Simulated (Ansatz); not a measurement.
# 1T-CoBrI monolayer in a perpendicular field, part 2 of 2

Aim: how the 1T-CoBrI monolayer screens a field along its normal, and what the field does to its bands. A positive field points along +c.

Ansatz 0.2.0; plane-wave DFT, PBE-D3(BJ), Ansatz PAW (set soft_1); PAW set soft_1.

So far. Step 2 (Relaxing the slab): The lattice constant a goes from 3.680 to 3.712 Å.

## (3) Atoms held, field 0

A sawtooth potential applies the field, turning back in the middle of the vacuum. With the dipole correction the typed value is the field outside the slab. The induced dipole is small, so the SCF threshold is tight.

The cell differs from the one that the last finished run ended in (c 36.363 → 20.813 Å).

Contents of input.yaml:

```yaml
crystal:
  lattice:
    - [3.7117681384, 0.0, 0.0]
    - [-1.8558840692, 3.2144855008, 0.0]
    - [0.0, 0.0, 20.8132775373]
  atoms:
    - { symbol: I, position: [0.6666666667, 0.3333333333, 0.4324162777], spin: -0.01 }
    - { symbol: Co, position: [0.0, 0.0, 0.5031908992], spin: 0.94 }
    - { symbol: Br, position: [0.3333333333, 0.6666666667, 0.5675837223], spin: 0.03 }
magnetization:
  spin_polarized: true
kpoints:
  mp_grid: { grid: [18, 18, 1] }
  band_path:
    path: [[0, 0, 0], [0.5, 0, 0], [0.33333333, 0.33333333, 0], [0, 0, 0]]
    npoints: 16
hamiltonian:
  xc: pbe
  dispersion: d3bj
  pseudopotentials: { kind: paw, azcp: { folder: soft_1 } }
scf:
  occupations: { method: fermi_dirac, width: 0.02585 }
  convergence: { dr2_threshold: 1.0e-10 }
efield:
  axis: 3
  dipole_correction: true
  ramp_position: 0.97
  ramp_width: 0.06
  amplitude: 0
output:
  dos: { projected: true, e_range: [-6, 5] }
  write_potential: true
  write_density: true
  volumetric_format: npy
  elf: true
```

Launch:

```console
$ ansatz run input.yaml --threads 4 --pin off --max-ram 6144MiB --backend cpu --events-out ev --progress --plain --runs-dir out
```

Numbers of over 12 decimals in the logs are rounded to 6 here.

Log:

```text
[...]
Crystal: 3 atoms, lattice volume = 248.332 Å³
Basis set: ecut = 420 eV, 4869 PW (Γ)
Bands: 26, of which v1, the nominal top of the filled ones, is band 21 counted from 1 (20 counted from 0)
Symmetry: 6 space group operations
k-points: 37 of 324 (time reversal used)
[...]
Starting moments: Σ|m| = 0.98 μB on 3 of 3 sites
[...]
SCF iter   1: F=—  HF=-15421.018158 eV  |F-HF|=—  |Δ(HF+E_count)|=         —  Δρ=1.82e-2 (↑1.75e-2 ↓1.82e-2)  dr2=2.71e0  dr2_m=5.30e-2  M=1.002 μB ∫|m|=1.027 μB  β_m=1.00  ethr=3.10e-3  p=0.000 e·Å  D=8.38e-7 V/Å  ΔV_dip=-0.00 eV  dr2_dipole=4.15e-2  V_vac-E_F(+/−)=5.03/5.03 eV  ⟨swp⟩=14.0  Hψ=13295  notcnv=0
[...]
efield: sawtooth ramp at fractional position 0.9700 (set: `efield.ramp_position`, or a place that a band, a saddle search or an elastic batch's reference lends), width 0.0600; the density the first Hamiltonian is built on has a dipole p = 0.000 e·Å; the dipole correction subtracts the counter field D = 8.38e-7 V/Å, which shifts the + side's vacuum level by -0.00 eV against the − side's; the planar-averaged density in the ramp window peaks in size at 4.8e-6 e/Å³
[...]
SCF iter   2: F=—  HF=-15421.999733 eV  |F-HF|=—  |Δ(HF+E_count)|=   9.82e-1  Δρ=1.21e-2 (↑1.21e-2 ↓1.15e-2)  dr2=1.22e0  dr2_m=2.20e-3  M=1.001 μB ∫|m|=1.061 μB  β_m=0.56  ethr=3.10e-3  p=-0.007 e·Å  D=-5.46e-3 V/Å  ΔV_dip=0.11 eV  dr2_dipole=2.15e-2  V_vac-E_F(+/−)=4.95/4.84 eV  ⟨swp⟩=2.6  Hψ=2957  notcnv=0  defer=44
density mixer auto → msr1: a metal under ldos (density of states about μ 1.81 of a free-electron gas's, 30 screened modes)
SCF iter   3: F=—  HF=-15423.253265 eV  |F-HF|=—  |Δ(HF+E_count)|=    1.25e0  Δρ=3.61e-3 (↑3.61e-3 ↓3.14e-3)  dr2=1.21e-2  dr2_m=2.46e-2  M=1.000 μB ∫|m|=1.133 μB  β_m=0.75  ethr=2.97e-3  p=-0.031 e·Å  D=-2.24e-2 V/Å  ΔV_dip=0.47 eV  dr2_dipole=2.22e-3  V_vac-E_F(+/−)=4.98/4.52 eV  ⟨swp⟩=4.4  Hψ=3528  notcnv=0  defer=44
[...]
SCF iter  13: F=-15423.367427 eV  HF=-15423.367427 eV  |F-HF|=5.82e-11  |Δ(HF+E_count)|=  3.82e-11  Δρ=2.25e-8 (↑2.02e-8 ↓2.25e-8)  dr2=2.23e-12  dr2_m=6.32e-13  M=1.000 μB ∫|m|=1.095 μB  ethr=1.00e-12  p=-0.050 e·Å  D=-3.68e-2 V/Å  ΔV_dip=0.77 eV  dr2_dipole=2.26e-13  V_vac-E_F(+/−)=5.21/4.44 eV  ⟨swp⟩=7.8  Hψ=7758  notcnv=0
SCF 1 converged in 13 iterations: F = -15423.367427 eV  dr2 = 2.23e-12
[...]
NSCF: frozen V_eff on 49 k-points
efield: sawtooth ramp at fractional position 0.9700 (kept from the solve that this one continues, or follows in the run), width 0.0600; the density the first Hamiltonian is built on has a dipole p = -0.050 e·Å; the dipole correction subtracts the counter field D = -3.68e-2 V/Å, which shifts the + side's vacuum level by +0.77 eV against the − side's; the planar-averaged density in the ramp window peaks in size at 4.9e-6 e/Å³
SCF converged after 13 iterations
Magnetization: 1.0000 μB (21.0000 up, 20.0000 down)
Absolute magnetization: 1.0936 μB (∫|ρ↑−ρ↓|, with the PAW one-centre terms)
[...]
Per-site moments (μB) at R_I (Å): [(-0.00772346, 1.072682), (0.934219, 1.042623), (0.025697, 1.042623)]
Free energy (F): -15423.367427 eV
[...]
Internal energy: -15423.360038 eV  (E = F + TS)
E sigma→0 (E₀):  -15423.363732 eV
Entropy (-TS):   -0.007389 eV (-2.463 meV/atom)
Fermi energy:    -0.813866 eV
Dipole field:    D = -0.036775 V/Å  (p = -0.050469 e·Å, saw-weighted, corrected)
Work function:   Φ+ = 5.2059 eV   Φ− = 4.4405 eV
Levels:          The Fermi level and band energies are counted from a zero that moves with the ramp; work functions are not
[...]
--- Band table (eV; the first three rows and the last of 74) ---
  k-point 0 ↑: bands = [... 17 lower, -2.2159, -2.2159, -1.8421, -0.2304, -0.2304, 2.5939, 3.4730, 3.9024, ... 1 higher]
  k-point 1 ↑: bands = [... 17 lower, -2.1576, -2.0664, -1.7658, -0.3753, -0.2650, 2.6905, 3.5574, 4.0149, ... 1 higher]
  k-point 2 ↑: bands = [... 17 lower, -2.1517, -1.8914, -1.6604, -0.7054, -0.3531, 2.9307, 3.7617, 4.1990, ... 1 higher]
  k-point 36 ↓: bands = [... 17 lower, -1.5295, -1.2694, -1.1793, -0.0187, 0.3600, 3.8423, 5.1646, 6.1926, ... 1 higher]
```

Run time: 31 s. Hardware: 4 threads of Arm Neoverse V1, shared host; peak memory 0.87 GiB.

In the SCF lines HF is the Harris–Foulkes energy and dr2 the Hartree energy of the density residual, in eV; the loop may stop once dr2 is under the threshold and the program's other checks hold. Hψ counts applications of the Hamiltonian.

This step gave:

```
energy at zero smearing        : -15423.3637 eV
total moment                   : 1.000 μB
site moments                   : -0.007723, 0.9342, 0.02570 μB
work function, upper face      : 5.206 eV
work function, lower face      : 4.440 eV
dipole along the normal        : -0.05047 e·Å
step between the vacuum levels : 0.7654 eV
```

Running mean over a fixed 2.7 Å (it still follows the layers) of the planar mean; the ramp of the sawtooth is left out. Table of electron's electrostatic potential energy less the Fermi level by z:

```tsv
z (Å)	electron's electrostatic potential energy less the Fermi level (eV)
3.0	4.44
3.5	4.44
4.0	4.44
4.5	4.44
5.0	4.44
5.5	4.42
6.0	4.36
6.5	4.13
7.0	3.08
7.5	0.929
8.0	-1.39
8.5	-3.56
9.0	-5.49
9.5	-7.03
10.0	-7.19
10.5	-7.19
11.0	-6.80
11.5	-5.35
12.0	-3.28
12.5	-1.23
13.0	0.955
13.5	3.38
14.0	4.78
14.5	5.12
15.0	5.19
15.5	5.20
16.0	5.20
16.5	5.21
17.0	5.21
17.5	5.21
```

The density of states has structure finer than the step of the table below, so its rows give means over 0.25 eV, whole bins alone (the curve runs from -6 to 1.99 eV). Peaks (eV: height): total -5.170: 15.6, -1.070: 9.79, -0.840: 10.9, -0.790: 10.8, -0.460: 18.3, -0.380: 10.9, -0.320: 12.6; up -5.170: 11.1, -3.820: 7.15, -1.070: 9.79, -0.930: 6.75, -0.840: 7.82, -0.270: 5.47, 0.040: 6.15; down -5.120: 7.40, -3.380: 7.81, -0.710: 7.84, -0.460: 17.0, -0.380: 9.74, -0.320: 9.61, 1.250: 9.12.

Table of density of states by energy, zero at the Fermi level; means over each step; values in states/eV a cell:

```tsv
energy (eV)	total	up	down
-5.75	1.85	0.949	0.902
-5.50	1.41	0.751	0.658
-5.25	6.17	3.52	2.65
-5.00	2.50	0.962	1.54
-4.75	1.24	0.615	0.627
-4.50	1.14	0.596	0.543
-4.25	1.41	0.771	0.636
-4.00	4.42	3.07	1.35
-3.75	5.02	3.34	1.68
-3.50	4.76	1.46	3.29
-3.25	4.22	1.86	2.37
-3.00	3.42	1.45	1.96
-2.75	2.57	1.03	1.53
-2.50	2.13	0.936	1.19
-2.25	2.61	1.13	1.48
-2.00	0.792	0.269	0.523
-1.75	0.336	0.111	0.225
-1.50	0.939	0.852	0.0872
-1.25	3.27	3.27	0
-1.00	5.80	5.33	0.465
-0.75	6.10	2.29	3.81
-0.50	6.47	0.591	5.88
-0.25	4.54	2.40	2.15
0.00	3.09	3.09	0
0.25	1.79	1.79	0
0.50	0.345	0.345	0
0.75	1.38	0	1.38
1.00	2.28	0	2.28
1.25	4.29	0	4.29
1.50	0.221	0	0.221
1.75	0	0	0
```

Projected DOS per atom over height of the atomic layer and energy from the Fermi level. Layers: I Co Br from below.

Ten even steps from '_' (0.0 states/eV) to '@' (5.8 states/eV), each cell a mean:
```
______
__..__
__--__
__..__
______
..::__
__@@__
__##__
__##__
__::__
______
..__..
..__..
::....
::..::
....--
::..--
______
______
--__--
..__..
..____
```
Columns: height of the atomic layer (Å) from 9 to 11.8; rows upwards: energy from the Fermi level (eV) from -5.96 to 1.96.

Projected DOS per atom, spin up over height of the atomic layer and energy from the Fermi level. Layers: I Co Br from below.

Values in states/eV, 22 rows by 3 columns, each cell a mean:
```
0.00 0.00 0.00
0.00 0.00 0.00
0.00 0.00 0.00
0.01 0.01 0.00
0.36 0.49 0.17
0.71 1.49 0.49
0.36 1.05 0.28
0.11 2.03 0.19
0.13 3.89 0.20
0.04 1.47 0.06
0.04 0.05 0.05
0.41 0.11 0.39
0.39 0.18 0.35
0.57 0.27 0.42
0.85 0.36 0.49
0.58 0.80 0.99
0.80 0.86 1.39
0.21 0.14 0.30
0.23 0.11 0.27
0.93 0.24 1.11
0.44 0.15 0.40
0.43 0.18 0.23
```
Columns: height of the atomic layer (Å) from 9 to 11.8; rows upwards: energy from the Fermi level (eV) from -5.96 to 1.96.

Projected DOS per atom, spin down over height of the atomic layer and energy from the Fermi level. Layers: I Co Br from below.

Ten even steps from '0' (0.0 states/eV) to '9' (4.8 states/eV), each cell a mean:
```
000
010
140
020
000
000
090
050
000
000
000
101
100
200
112
102
001
000
000
202
000
000
```
Columns: height of the atomic layer (Å) from 9 to 11.8; rows upwards: energy from the Fermi level (eV) from -5.96 to 1.96.

Deep bands are left out, so band numbers here count from the lowest band kept and differ from the log's. The electronic bands at the labelled points (eV, zero at the Fermi level; # counts the bands kept):

```tsv
point	up #8	up #9	up #10	up #11	down #7	down #8	down #9	down #10
Γ	-1.40	-1.03	0.58	0.58	-0.83	-0.83	-0.58	1.48
halfway	-0.91	-0.79	-0.36	0.26	-0.86	-0.46	-0.32	0.83
M	-1.10	-0.99	0.14	0.28	-0.93	-0.51	-0.48	1.30
halfway	-1.05	-0.93	-0.24	0.09	-0.73	-0.50	-0.43	0.91
K	-0.93	-0.86	-0.47	-0.05	-0.72	-0.46	-0.37	0.80
halfway	-0.90	-0.81	-0.26	-0.12	-0.75	-0.44	-0.35	0.88
Γ	-1.40	-1.03	0.58	0.58	-0.83	-0.83	-0.58	1.48
```

Spin density in the ca plane at fractional y = 0.000, with atoms of Co within 0.2 Å of it.

Ten even steps from '0' (0.0 e/Å³) to '9' (2.4 e/Å³), each cell a mean:
```
00000000000000000001540000000000000000000000
00000000000000000000000000000000000000000000
00000000000000000000000000000000000000000000
00000000000000000000000000000000000000000000
00000000000000000000000000000000000000000000
00000000000000000000000000000000000000000000
00000000000000000000000000000000000000000000
00000000000000000000000000000000000000000000
00000000000000000000210000000000000000000000
00000000000000000001970000000000000000000000
```
Columns run along c (16.0 Å, from fractional 0.15 to 0.92 of the cell), rows up along a (3.7 Å). Atoms in or near the plane, at fractional coordinates: Co at (0.50, 0.00).

Electrostatic potential energy in the ca plane at fractional y = 0.000, with atoms of Co within 0.2 Å of it. With pseudopotentials it is smooth inside the atoms' cores, unlike the true potential.

Ten even steps from '0' (-25 eV) to '9' (4 eV), each cell a mean:
```
99999999999999999999972000179999999999999999
99999999999999999999885101589999999999999999
99999999999999999988777766888999999999999999
99999999999999999987667888887899999999999999
99999999999999999876457899877789999999999999
99999999999999999986567888877899999999999999
99999999999999999987777878888899999999999999
99999999999999999998887423689999999999999999
99999999999999999999984000279999999999999999
99999999999999999999971000069999999999999999
```
Columns run along c (16.0 Å, from fractional 0.08 to 0.85 of the cell; values clipped at the 3rd and 97th percentile), rows up along a (3.7 Å). Atoms in or near the plane, at fractional coordinates: Co at (0.50, 0.00).

ELF in the ca plane at fractional y = 0.000, with atoms of Co within 0.2 Å of it. It is the smooth field of the valence electrons, not physical close to the nuclei.

Values, 6 rows by 16 columns, each cell a mean:
```
0.00 0.00 0.00 0.00 0.00 0.01 0.07 0.19 0.34 0.30 0.12 0.02 0.00 0.00 0.00 0.00
0.00 0.00 0.00 0.00 0.01 0.08 0.39 0.53 0.25 0.23 0.46 0.21 0.02 0.00 0.00 0.00
0.00 0.00 0.00 0.00 0.01 0.22 0.67 0.66 0.36 0.40 0.74 0.47 0.07 0.00 0.00 0.00
0.00 0.00 0.00 0.00 0.01 0.19 0.62 0.66 0.34 0.37 0.70 0.42 0.06 0.00 0.00 0.00
0.00 0.00 0.00 0.00 0.00 0.05 0.26 0.41 0.22 0.20 0.31 0.12 0.01 0.00 0.00 0.00
0.00 0.00 0.00 0.00 0.00 0.01 0.04 0.15 0.43 0.39 0.10 0.01 0.00 0.00 0.00 0.00
```
Columns run along c (16.0 Å, from fractional 0.08 to 0.85 of the cell), rows up along a (3.7 Å). Atoms in or near the plane, at fractional coordinates: Co at (0.50, 0.00).

The work function of the upper face is 5.21 eV.

## (4) Single point, field 0.1 V/Å

input.yaml: that of step 3 with these lines changed.

```diff
@@ -26,7 +26,6 @@
   dipole_correction: true
-  ramp_position: 0.97
-  ramp_width: 0.06
-  amplitude: 0
+  ramp_position: 0.9471
+  ramp_width: 0.0966
+  amplitude: 0.1
 output:
-  dos: { projected: true, e_range: [-6, 5] }
   write_potential: true
@@ -34,2 +33 @@
   volumetric_format: npy
-  elf: true
```

Log:

```text
[...]
Crystal: 3 atoms, lattice volume = 248.332 Å³
Basis set: ecut = 420 eV, 4869 PW (Γ)
Bands: 26, of which v1, the nominal top of the filled ones, is band 21 counted from 1 (20 counted from 0)
Symmetry: 6 space group operations
k-points: 37 of 324 (time reversal used)
[...]
Starting moments: Σ|m| = 0.98 μB on 3 of 3 sites
[...]
k-point 1 ↑: bands = [... 17 lower, -2.1593, -2.0675, -1.7664, -0.3798, -0.2697, 2.5750, 3.4163, 4.0233, ... 1 higher]
  k-point 2 ↑: bands = [... 17 lower, -2.1535, -1.8925, -1.6608, -0.7096, -0.3576, 2.7832, 3.6637, 4.1537, ... 1 higher]
  k-point 36 ↓: bands = [... 17 lower, -1.5317, -1.2728, -1.1816, -0.0232, 0.3580, 3.8268, 5.1324, 6.1690, ... 1 higher]
[key lines of the parts left out:]
SCF converged after 13 iterations
Magnetization: 1.0000 μB (21.0000 up, 20.0000 down)
Free energy (F): -15423.364023 eV
Fermi energy:    -0.816769 eV
Dipole field:    D = -0.012827 V/Å  (p = -0.017604 e·Å, saw-weighted, corrected)
```

Run time: 30 s. Hardware: 4 threads; peak memory 0.87 GiB.

The dipole is -0.0176 e·Å, 0.0329 e·Å from its value without field.

## (5) Single point, field -0.1 V/Å

input.yaml: that of step 4 with these lines changed.

```diff
@@ -28,3 +28,3 @@
   ramp_width: 0.0966
-  amplitude: 0.1
+  amplitude: -0.1
 output:
```

Log:

```text
[...]
Crystal: 3 atoms, lattice volume = 248.332 Å³
Basis set: ecut = 420 eV, 4869 PW (Γ)
Bands: 26, of which v1, the nominal top of the filled ones, is band 21 counted from 1 (20 counted from 0)
Symmetry: 6 space group operations
k-points: 37 of 324 (time reversal used)
[...]
Starting moments: Σ|m| = 0.98 μB on 3 of 3 sites
[...]
k-point 1 ↑: bands = [... 17 lower, -2.1499, -2.0593, -1.7591, -0.3647, -0.2543, 2.7630, 3.6283, 3.8952, ... 1 higher]
  k-point 2 ↑: bands = [... 17 lower, -2.1438, -1.8845, -1.6541, -0.6952, -0.3425, 3.0306, 3.7544, 4.1426, ... 1 higher]
  k-point 36 ↓: bands = [... 17 lower, -1.5212, -1.2601, -1.1711, -0.0082, 0.3679, 3.8630, 5.2004, 6.2118, ... 1 higher]
[key lines of the parts left out:]
SCF converged after 13 iterations
Magnetization: 1.0000 μB (21.0000 up, 20.0000 down)
Free energy (F): -15423.374115 eV
Fermi energy:    -0.804965 eV
Dipole field:    D = -0.060695 V/Å  (p = -0.083297 e·Å, saw-weighted, corrected)
```

Wall time 30 s (4 threads); peak memory 0.87 GiB.

The dipole is -0.0833 e·Å, -0.0328 e·Å from its value without field.

## (6) Response, atoms held

This step: plane-wave DFT, PBE-D3(BJ), Ansatz PAW (set soft_1); response to a field along the normal, atoms held; PAW set soft_1 (Ansatz 0.2.0).

The dipoles give the slope, and the difference of two potentials shows where the field is screened.

This step gave:

```
equivalent conductor thickness p/(ε₀AE) : 4.981 Å
distance between the outer atoms        : 2.813 Å
```

The dipole of the cell by applied field:

```tsv
applied field (V/Å)	dipole of the cell (e·Å)
-0.1000	-0.0833
0.0000	-0.0505
0.1000	-0.0176
```

The total moment stays at 1 μB for applied field from -0.1 to 0.1 V/Å.

Local field over the applied field, running mean. From the potentials at -0.1 and 0.1 V/Å; running mean over 2.5 Å. The local field over applied field by z:

```tsv
z (Å)	local field over applied field
4.05	0.999
4.48	0.997
4.91	0.993
5.35	0.984
5.78	0.963
6.22	0.919
6.65	0.837
7.08	0.715
7.52	0.571
7.95	0.418
8.38	0.271
8.82	0.157
9.25	0.0955
9.68	0.0736
10.12	0.0628
10.70	0.0742
11.13	0.105
11.56	0.156
12.00	0.243
12.43	0.371
12.86	0.522
13.30	0.671
13.73	0.803
14.16	0.900
14.60	0.956
15.03	0.982
15.47	0.993
15.90	0.997
16.33	0.999
16.77	1.000
```

Electrons, planar mean, per unit field. The induced electron density by z:

z (Å), induced electron density (e/Å³ per V/Å) and a bar from the least value:
```
     4.05    0.00000 ###############
     4.48    0.00001 ###############
     4.91    0.00003 ################
     5.35    0.00008 ################
     5.78    0.00018 ################
     6.22    0.00041 #################
     6.65    0.00089 ###################
     7.08    0.00180 ########################
     7.52    0.00300 #############################
     7.95    0.00322 ##############################
     8.38    0.00148 ######################
     8.82    0.00119 #####################
     9.25    0.00040 #################
     9.68   -0.00050 #############
    10.12   -0.00104 ###########
    10.70    0.00042 #################
    11.13    0.00079 ###################
    11.56   -0.00082 ############
    12.00   -0.00136 #########
    12.43   -0.00246 ####
    12.86   -0.00340 
    13.30   -0.00231 #####
    13.73   -0.00115 ##########
    14.16   -0.00051 #############
    14.60   -0.00021 ##############
    15.03   -0.00008 ###############
    15.47   -0.00003 ###############
    15.90   -0.00001 ###############
    16.33    0.00000 ###############
    16.77    0.00000 ###############
```

By hand: between -0.1 and 0.1 V/Å the dipole changes by 0.06569 e·Å, a slope of 0.3285 e·Å²/V. A perfect conductor of thickness t has p = ε₀AEt, so t = 180.95 × 0.3285 / 11.931 = 4.98 Å (e/ε₀ = 180.95 V·Å, A in Å²).

The induced dipole is that of a conductor 4.98 Å thick.

## (7) Summary of results

```
gap without field                          : none
work function, upper face                  : 5.21 eV
step between the vacuum levels             : 0.765 eV
equivalent conductor thickness, atoms held : 4.98 Å
```

The induced dipole equals that of a perfect conductor 4.98 Å thick, while the outer atoms lie 2.81 Å apart. The two faces differ: the vacuum level above lies 0.77 eV higher than the one below. There is no gap over 0.03 eV, with or without the field. For an open d or f shell that can be the fault of a semilocal functional without a Hubbard term. The magnetic order is the one reached from the typed start; other orders were not compared. Spin-orbit coupling is left out, which matters for the bands of elements this heavy.

[Logs are printed without paths, hosts, clocks, repeated set-up lines and the standing remarks that a program may print on its own settings, such as how far it seeks lower states.]

[Hosts, paths, dates, database ids (printed as entryN), source tags and the programs' standing remarks are cut or masked in the printed files.]

[Maps of the electrostatic potential energy from Ansatz leave out the sawtooth potential of an applied field or a dipole correction, so their vacuum need not be flat; planar profiles and work functions include it.]

[The density of states shown here was stored with 400 of the rows of the run's finer table, so its peaks can read low, often by over a quarter, or be missed, and its means over a window can be off by a tenth or more.]
